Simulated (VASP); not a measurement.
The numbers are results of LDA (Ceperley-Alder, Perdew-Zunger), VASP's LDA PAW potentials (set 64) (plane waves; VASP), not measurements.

Input for VASP

### INCAR
```
SYSTEM=LiI
SIGMA=0.01   ! width (eV)
ALGO=Normal
LWAVE=.False.
NELM=100
ENCUT=520   ! plane-wave cut-off (eV)
EDIFF=1E-8
LREAL=.False.   ! projection in real space or not
LASPH=.True.
PREC=Accurate
NSW=1   ! most ionic steps
IBRION=8
LMAXMIX=4
ISMEAR=0
LEPSILON=.True.
LCHARG=.False.
```

POSCAR:
```
LiI
1.0
  0.0000000000   2.9024681097   2.9024681097
  2.9024681097   0.0000000000   2.9024681097
  2.9024681097   2.9024681097   0.0000000000
Li I
1 1
direct
  0.0000000000   0.0000000000   0.0000000000
  0.5000000000   0.5000000000   0.5000000000
```

**KPOINTS**
```
Automatic mesh
0
Gamma
8 8 8
0 0 0
```

POTCAR, in this order: Li_sv I (LDA.64 set). Program: vasp_std.

Output

OSZICAR:
```
...
RMM:  17    -0.519715831351E+00   -0.90538E-06   -0.36795E-06  2361   0.700E-04    0.123E-03
RMM:  18    -0.519716140256E+00   -0.30890E-06   -0.26801E-06  2457   0.452E-04    0.227E-04
RMM:  19    -0.519716142143E+00   -0.18874E-08   -0.26015E-06  2197   0.244E-04    0.226E-05
RMM:  20    -0.519716261602E+00   -0.11946E-06   -0.20845E-06  1444   0.158E-04    0.502E-05
RMM:  21    -0.519716288532E+00   -0.26930E-07   -0.16907E-06  1228   0.127E-04    0.277E-05
RMM:  22    -0.519716270619E+00    0.17913E-07   -0.11801E-06  1167   0.112E-04    0.654E-06
 Linear response to external field, progress :
  Direction:   2
       N       E                     dE             d eps       ncg     rms          rms(c)
RMM:   1    -0.494169567374E+00   -0.49417E+00   -0.11469E+00  2146   0.505E+00
RMM:   2    -0.535292535803E+00   -0.41123E-01   -0.77486E-02  2301   0.145E+00    0.159E+00
RMM:   3    -0.493932815743E+00    0.41360E-01   -0.62409E-02  2210   0.135E+00    0.765E-01
RMM:   4    -0.507566991421E+00   -0.13634E-01   -0.49205E-02  2214   0.118E+00    0.146E-01
RMM:   5    -0.518854751763E+00   -0.11288E-01   -0.73301E-03  2381   0.450E-01    0.239E-02
RMM:   6    -0.519322955437E+00   -0.46820E-03   -0.35614E-03  2532   0.228E-01    0.146E-02
RMM:   7    -0.519588227153E+00   -0.26527E-03   -0.35998E-03  2564   0.131E-01    0.691E-03
RMM:   8    -0.519728440187E+00   -0.14021E-03   -0.16716E-03  2514   0.819E-02    0.322E-03
RMM:   9    -0.519727419091E+00    0.10211E-05    0.14298E-03  2641   0.498E-02    0.378E-03
RMM:  10    -0.519691071214E+00    0.36348E-04    0.19933E-03  2590   0.292E-02    0.106E-02
RMM:  11    -0.519705234146E+00   -0.14163E-04    0.96069E-04  2660   0.158E-02    0.151E-02
RMM:  12    -0.519680091769E+00    0.25142E-04    0.48086E-04  2391   0.925E-03    0.211E-02
RMM:  13    -0.519659810897E+00    0.20281E-04    0.16962E-04  2474   0.481E-03    0.292E-02
RMM:  14    -0.519683917325E+00   -0.24106E-04    0.91875E-05  2350   0.272E-03    0.213E-02
RMM:  15    -0.519699618683E+00   -0.15701E-04    0.23954E-05  2411   0.169E-03    0.125E-02
RMM:  16    -0.519713366431E+00   -0.13748E-04    0.14448E-05  2327   0.121E-03    0.478E-03
RMM:  17    -0.519715628855E+00   -0.22624E-05   -0.12685E-07  2490   0.682E-04    0.248E-03
RMM:  18    -0.519715701965E+00   -0.73109E-07    0.61585E-07  2436   0.417E-04    0.153E-03
RMM:  19    -0.519715696061E+00    0.59040E-08   -0.19002E-06  2334   0.372E-04    0.368E-04
RMM:  20    -0.519715931289E+00   -0.23523E-06   -0.72437E-07  2291   0.208E-04    0.266E-05
RMM:  21    -0.519715926069E+00    0.52201E-08   -0.13935E-06  1424   0.125E-04    0.220E-05
RMM:  22    -0.519715984052E+00   -0.57983E-07   -0.81557E-07  1262   0.110E-04    0.791E-06
 Linear response to external field, progress :
  Direction:   3
       N       E                     dE             d eps       ncg     rms          rms(c)
RMM:   1    -0.494224190726E+00   -0.49422E+00   -0.11474E+00  2147   0.505E+00
RMM:   2    -0.535284931192E+00   -0.41061E-01   -0.77458E-02  2299   0.145E+00    0.159E+00
RMM:   3    -0.493931785227E+00    0.41353E-01   -0.62443E-02  2209   0.135E+00    0.765E-01
RMM:   4    -0.507566928390E+00   -0.13635E-01   -0.49216E-02  2218   0.118E+00    0.146E-01
RMM:   5    -0.518858244111E+00   -0.11291E-01   -0.73383E-03  2381   0.450E-01    0.240E-02
RMM:   6    -0.519323982329E+00   -0.46574E-03   -0.35623E-03  2534   0.228E-01    0.146E-02
RMM:   7    -0.519590158512E+00   -0.26618E-03   -0.34155E-03  2566   0.132E-01    0.676E-03
RMM:   8    -0.519708950392E+00   -0.11879E-03   -0.12759E-03  2515   0.825E-02    0.242E-03
RMM:   9    -0.519717890256E+00   -0.89399E-05    0.92732E-04  2640   0.508E-02    0.559E-03
RMM:  10    -0.519706953352E+00    0.10937E-04    0.12023E-03  2625   0.303E-02    0.957E-03
RMM:  11    -0.519706729781E+00    0.22357E-06    0.58049E-04  2744   0.176E-02    0.133E-02
RMM:  12    -0.519687239169E+00    0.19491E-04    0.29401E-04  2431   0.112E-02    0.149E-02
RMM:  13    -0.519695387378E+00   -0.81482E-05    0.16659E-04  2446   0.693E-03    0.158E-02
RMM:  14    -0.519694000956E+00    0.13864E-05    0.12864E-04  2524   0.394E-03    0.168E-02
RMM:  15    -0.519696180313E+00   -0.21794E-05    0.83609E-05  2326   0.238E-03    0.183E-02
RMM:  16    -0.519695277105E+00    0.90321E-06    0.49408E-05  2331   0.122E-03    0.178E-02
 Linear response DOF=           2
 Linear response progress:
  Degree of freedom:   1/  2
       N       E                     dE             d eps       ncg     rms          rms(c)
RMM:   1    -0.159361363763E+00   -0.15936E+00    0.27548E+00  1326   0.240E+01
RMM:   2    -0.164021427248E+00   -0.46601E-02   -0.20063E-02  1992   0.119E+00    0.101E-01
RMM:   3    -0.164135263204E+00   -0.11384E-03   -0.39253E-03  2317   0.479E-01    0.529E-02
RMM:   4    -0.164001018368E+00    0.13424E-03   -0.82163E-04  2391   0.235E-01    0.509E-03
RMM:   5    -0.164012913738E+00   -0.11895E-04   -0.96872E-05  2439   0.495E-02    0.202E-03
RMM:   6    -0.164053923458E+00   -0.41010E-04   -0.62228E-05  2369   0.268E-02    0.574E-04
RMM:   7    -0.164063370102E+00   -0.94466E-05   -0.46777E-05  2536   0.183E-02    0.255E-04
RMM:   8    -0.164070801477E+00   -0.74314E-05   -0.33572E-05  2495   0.142E-02    0.133E-04
RMM:   9    -0.164072590124E+00   -0.17886E-05   -0.29133E-05  2608   0.121E-02    0.189E-04
RMM:  10    -0.164072868463E+00   -0.27834E-06   -0.25389E-05  2699   0.107E-02    0.205E-04
RMM:  11    -0.164069823120E+00    0.30453E-05   -0.22245E-05  2278   0.970E-03    0.394E-04
RMM:  12    -0.164075643525E+00   -0.58204E-05   -0.19642E-05  2130   0.894E-03    0.119E-04
RMM:  13    -0.164074743164E+00    0.90036E-06   -0.17660E-05  2341   0.798E-03    0.147E-04
RMM:  14    -0.164075624292E+00   -0.88113E-06   -0.15948E-05  2376   0.728E-03    0.283E-04
RMM:  15    -0.164075482980E+00    0.14131E-06   -0.14608E-05  2440   0.666E-03    0.279E-04
RMM:  16    -0.164075845343E+00   -0.36236E-06   -0.13454E-05  2468   0.611E-03    0.280E-04
RMM:  17    -0.164076021871E+00   -0.17653E-06   -0.12458E-05  2719   0.560E-03    0.323E-04
 Linear response progress:
  Degree of freedom:   2/  2
       N       E                     dE             d eps       ncg     rms          rms(c)
RMM:   1    -0.787922793636E-01   -0.78792E-01    0.46583E-02  2373   0.148E+00
RMM:   2    -0.794227675297E-01   -0.63049E-03   -0.16718E-03  2184   0.279E-01    0.489E-02
RMM:   3    -0.797431318860E-01   -0.32036E-03   -0.30794E-04  2288   0.947E-02    0.245E-02
RMM:   4    -0.800963994352E-01   -0.35327E-03   -0.89931E-05  2370   0.521E-02    0.661E-03
RMM:   5    -0.801431967048E-01   -0.46797E-04   -0.14020E-05  2436   0.196E-02    0.531E-03
RMM:   6    -0.801305208065E-01    0.12676E-04    0.85671E-06  2394   0.710E-03    0.161E-03
RMM:   7    -0.801304950594E-01    0.25747E-07    0.34379E-05  2589   0.287E-03    0.908E-04
RMM:   8    -0.801284789720E-01    0.20161E-05    0.14770E-05  2584   0.122E-03    0.130E-04
RMM:   9    -0.801288175347E-01   -0.33856E-06    0.12581E-05  2670   0.557E-04    0.107E-04
RMM:  10    -0.801284248568E-01    0.39268E-06    0.56054E-06  2652   0.265E-04    0.505E-05
RMM:  11    -0.801282794960E-01    0.14536E-06    0.22225E-06  2712   0.131E-04    0.818E-06
RMM:  12    -0.801282887265E-01   -0.92304E-08    0.10193E-06  2731   0.752E-05    0.146E-05
RMM:  13    -0.801282422587E-01    0.46468E-07    0.47287E-07  2652   0.529E-05    0.102E-06
RMM:  14    -0.801282373906E-01    0.48680E-08    0.14780E-07  2537   0.425E-05    0.126E-06
RMM:  15    -0.801282373419E-01    0.48752E-10    0.26864E-08  2106   0.382E-05    0.196E-06
 Linear response finished
```

**OUTCAR**
```
------------------------ aborting loop because EDIFF is reached ----------------------------------------

 HEAD OF MICROSCOPIC STATIC DIELECTRIC TENSOR (INDEPENDENT PARTICLE, excluding Hartree and local field effects)
 ------------------------------------------------------
           5.013414     0.000000     0.000000
           0.000000     5.013414     0.000000
           0.000000    -0.000000     5.013414
 ------------------------------------------------------

 MACROSCOPIC STATIC DIELECTRIC TENSOR (including local field effects in DFT)
 ------------------------------------------------------
           4.502116     0.000000    -0.000000
           0.000000     4.502116    -0.000000
           0.000000     0.000000     4.502116
 ------------------------------------------------------

 PIEZOELECTRIC TENSOR (including local field effects)  for field in x, y, z        (e  Angst)
          XX          YY          ZZ          XY          YZ          ZX
  --------------------------------------------------------------------------------
  x     0.00000     0.00000     0.00000     0.00000     0.00000     0.00000
  y     0.00000     0.00000     0.00000     0.00000     0.00000     0.00000
  z     0.00000     0.00000     0.00000     0.00000     0.00000     0.00000

 PIEZOELECTRIC TENSOR (including local field effects)  for field in x, y, z        (C/m^2)
          XX          YY          ZZ          XY          YZ          ZX
  --------------------------------------------------------------------------------
  x     0.00000     0.00000     0.00000     0.00000     0.00000     0.00000
  y     0.00000     0.00000     0.00000     0.00000     0.00000     0.00000
  z     0.00000     0.00000     0.00000     0.00000     0.00000     0.00000

 BORN EFFECTIVE CHARGES (including local field effects) (in |e|, cummulative output)
 ---------------------------------------------------------------------------------
 ion    1
    1     1.28711    -0.00000     0.00000
    2     0.00000     1.28711     0.00000
    3     0.00000     0.00000     1.28711
 ion    2
    1    -1.28711     0.00000     0.00000
    2    -0.00000    -1.28711     0.00000
    3     0.00000     0.00000    -1.28711

   1 f  =    5.075805 THz    31.892223 2PiTHz  169.310626 cm-1    20.991833 meV
             X         Y         Z           dx          dy          dz
      0.000000  0.000000  0.000000    -0.000000    0.000000   -0.972949
      2.902468  2.902468  2.902468    -0.000000    0.000000    0.231020

   2 f  =    5.075805 THz    31.892223 2PiTHz  169.310626 cm-1    20.991833 meV
             X         Y         Z           dx          dy          dz
      0.000000  0.000000  0.000000    -0.000000   -0.972949    0.000000
      2.902468  2.902468  2.902468    -0.000000    0.231020    0.000000

   3 f  =    5.075805 THz    31.892223 2PiTHz  169.310626 cm-1    20.991833 meV
             X         Y         Z           dx          dy          dz
      0.000000  0.000000  0.000000     0.972949    0.000000    0.000000
      2.902468  2.902468  2.902468    -0.231020    0.000000    0.000000

   4 f/i=    0.011605 THz     0.072914 2PiTHz    0.387087 cm-1     0.047993 meV
             X         Y         Z           dx          dy          dz
      0.000000  0.000000  0.000000    -0.037455   -0.152005    0.169887
      2.902468  2.902468  2.902468    -0.157745   -0.640176    0.715486

   5 f/i=    0.011605 THz     0.072914 2PiTHz    0.387087 cm-1     0.047993 meV
             X         Y         Z           dx          dy          dz
      0.000000  0.000000  0.000000     0.071978    0.155472    0.154977
      2.902468  2.902468  2.902468     0.303139    0.654776    0.652690

   6 f/i=    0.011605 THz     0.072914 2PiTHz    0.387087 cm-1     0.047993 meV
             X         Y         Z           dx          dy          dz
      0.000000  0.000000  0.000000     0.216302   -0.078058   -0.022153
      2.902468  2.902468  2.902468     0.910963   -0.328743   -0.093298

 MACROSCOPIC STATIC DIELECTRIC TENSOR IONIC CONTRIBUTION
 ------------------------------------------------------
           8.673510    -0.000000    -0.000000
          -0.000000     8.673510    -0.000000
          -0.000000    -0.000000     8.673510
 ------------------------------------------------------

 ELASTIC MODULI CONTR FROM IONIC RELAXATION (kBar)
 Direction    XX          YY          ZZ          XY          YZ          ZX
 --------------------------------------------------------------------------------
 XX           0.0000      0.0000      0.0000      0.0000      0.0000      0.0000
 YY           0.0000      0.0000      0.0000      0.0000      0.0000      0.0000
 ZZ           0.0000      0.0000      0.0000      0.0000      0.0000      0.0000
 XY           0.0000      0.0000      0.0000      0.0000      0.0000      0.0000
 YZ           0.0000      0.0000      0.0000      0.0000      0.0000      0.0000
 ZX           0.0000      0.0000      0.0000      0.0000      0.0000      0.0000
 --------------------------------------------------------------------------------

 PIEZOELECTRIC TENSOR IONIC CONTR  for field in x, y, z        (C/m^2)
          XX          YY          ZZ          XY          YZ          ZX
  --------------------------------------------------------------------------------
  x     0.00000     0.00000     0.00000     0.00000     0.00000     0.00000
  y     0.00000     0.00000     0.00000     0.00000     0.00000     0.00000
  z     0.00000     0.00000     0.00000     0.00000     0.00000     0.00000
```
(Selected blocks of OUTCAR.)

**OUTCAR**
```
 val. band max:        2.9677830365   @ k =  -0.1250   0.1250   0.0000

 cond. band min:       7.2571091357   @ k =   0.5000   0.5000   0.0000


 Fermi energy:         3.0591448704

 k-point     1 :       0.0000    0.0000    0.0000
  band No.  band energies     occupation
      1     -41.2665      2.00000
      2      -9.1588      2.00000
      3       2.9570      2.00000
      4       2.9570      2.00000
      5       2.9570      2.00000
      6       7.4909      0.00000
      7      11.1582      0.00000
      8      11.1582      0.00000
      9      11.1582      0.00000

 k-point     2 :       0.1250    0.0000    0.0000
  band No.  band energies     occupation
      1     -41.2663      2.00000
      2      -9.0724      2.00000
      3       2.2219      2.00000
      4       2.9024      2.00000
      5       2.9024      2.00000
      6       7.9792      0.00000
      7      10.6772      0.00000
      8      11.0208      0.00000
      9      11.0208      0.00000

 k-point     3 :       0.2500    0.0000    0.0000
  band No.  band energies     occupation
      1     -41.2661      2.00000
      2      -8.8480      2.00000
      3       0.9034      2.00000
      4       2.7812      2.00000
      5       2.7812      2.00000
      6       7.9760      0.00000
      7       9.9620      0.00000
      8       9.9620      0.00000
      9      11.4660      0.00000

 k-point     4 :       0.3750    0.0000    0.0000
  band No.  band energies     occupation
      1     -41.2659      2.00000
      2      -8.5956      2.00000
      3      -0.1503      2.00000
      4       2.6726      2.00000
      5       2.6726      2.00000
      6       7.5355      0.00000
      7       9.2106      0.00000
      8       9.2106      0.00000
      9      13.0315      0.00000

 k-point     5 :       0.5000    0.0000    0.0000
  band No.  band energies     occupation
      1     -41.2658      2.00000
      2      -8.4806      2.00000
      3      -0.5494      2.00000
...
```

Unless said otherwise, spin-orbit coupling is left out, though it shifts the bands of the heavy elements here.

The compound is LiI in the rock salt structure. It was relaxed first, which changed the volume by -10 %.
